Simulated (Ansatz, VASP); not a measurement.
## LiH: VASP beside Ansatz

The input POSCAR:

```
LiH
1.0
    0.0603569112      2.0633517523      2.0633517523
    2.0633517523      0.0603569112      2.0633517523
    2.0633517523      2.0633517523      0.0603569112
Li H
1 1
Direct
    0.0000000000      0.0000000000      0.0000000000
    0.5000000000      0.5000000000      0.5000000000
```

INCAR.step1

```
  ALGO = Normal
  EDIFF = 1E-4
  ENCUT = 520
  GGA = PE
  ISMEAR = 0
  LASPH = T
  LCHARG = F
  LREAL = F
  LWAVE = T
  NBANDS = 9
  NELM = 100
  PREC = Accurate
  SIGMA = 0.01
```

The input INCAR.step2:

```
  ALGO = Normal
  EDIFF = 1E-6
  ENCUT = 520
  ISIF = 2
  ISMEAR = 0
  ISTART = 1
  LASPH = T
  LCHARG = F
  LMIXTAU = T
  LREAL = F
  LWAVE = F
  METAGGA = R2SCAN
  NBANDS = 9
  NELM = 100
  PREC = Accurate
  SIGMA = 0.01
```

File KPOINTS:

```
k-points
0
Gamma
  10 10 10
```

Input for Ansatz:

```yaml
crystal:
  lattice:
    - [0.0603569112, 2.0633517523, 2.0633517523]
    - [2.0633517523, 0.0603569112, 2.0633517523]
    - [2.0633517523, 2.0633517523, 0.0603569112]
  atoms:
    - { symbol: Li, position: [0.0, 0.0, 0.0] }
    - { symbol: H, position: [0.5, 0.5, 0.5] }
kpoints:
  mp_grid: { grid: [10, 10, 10] }
  band_path:
    path:
      - [0.0, 0.0, 0.0]
      - [0.5, 0.0, 0.5]
      - [0.625, 0.25, 0.625]
      - [0.375, 0.375, 0.75]
      - [0.5, 0.5, 0.5]
      - [0.5, 0.25, 0.75]
    npoints: 1
hamiltonian:
  xc: r2scan
scf:
  occupations: { method: fixed }
  n_extra_bands: 4
output:
  forces: true
  stress: true
  eigenvalues: true
```

Change from the starting cell: shear_111 strain +4.5%.

Alike in both runs: task single point; functional r2SCAN; k mesh 10 × 10 × 10; no spin polarisation.

|  | VASP | Ansatz |
| --- | --- | --- |
| version | VASP 6.6.1 | Ansatz 0.2.0 |
| potentials or method | VASP PAW PBE potentials, release 64 (Li_sv, H) | plane waves, PAW |
| plane-wave cutoff (eV) | 520 | 500 |
| occupations | gaussian, width 0.01 eV | fixed |
| valence electrons in the cell | 4 | 4 |

Ansatz gave:

| Quantity | Value |
| --- | --- |
| gap on the k mesh at the Fermi level (eV) | 3.65 |

Task: Which values does VASP return?

Result: gap on the k mesh at the Fermi level (eV): 3.60.

 A k mesh can miss the band edges.
